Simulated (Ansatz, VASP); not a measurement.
**One calculation of Fe, two programs**

```
Fe
1.0
     2.83119    0.00000    0.00000
     0.00000    2.83119    0.00000
     0.00000    0.00000    2.83119
Fe
2
Cartesian
  0.0000 0.0000 0.0000
  1.4156 1.4156 1.4156
```

Alike in both runs: task single point; functional PBE; k mesh 12 × 12 × 12; occupations gaussian, width 0.05 eV; collinear spin.

|  | VASP | Ansatz |
| --- | --- | --- |
| version | VASP 6.6.1 | Ansatz 0.2.0 |
| potentials or method | VASP PAW PBE potentials, release 64 (Fe) | scalar-relativistic, plane waves, PAW |
| plane-wave cutoff (eV) | 520 | 420 |
| valence electrons in the cell | 16 | 32 |

```tsv
	VASP	Ansatz	Ansatz less VASP
gap on the k mesh at the Fermi level (eV)	none	none	-
pressure (GPa)	-6.4	-6.3	+0.06
net moment per atom (μB)	0.00	0.00	0.000
size of the moment on the site where the two differ most (μB)	1.49	1.44	-0.056
```

Site moments also hang on the region over which each program counts them. A gap of «none» marks a metal or a gap that the smearing closes. With one functional, cell and mesh, what is left measures potentials, basis and numerics. The two sets of potentials don't hold the same shells in valence.
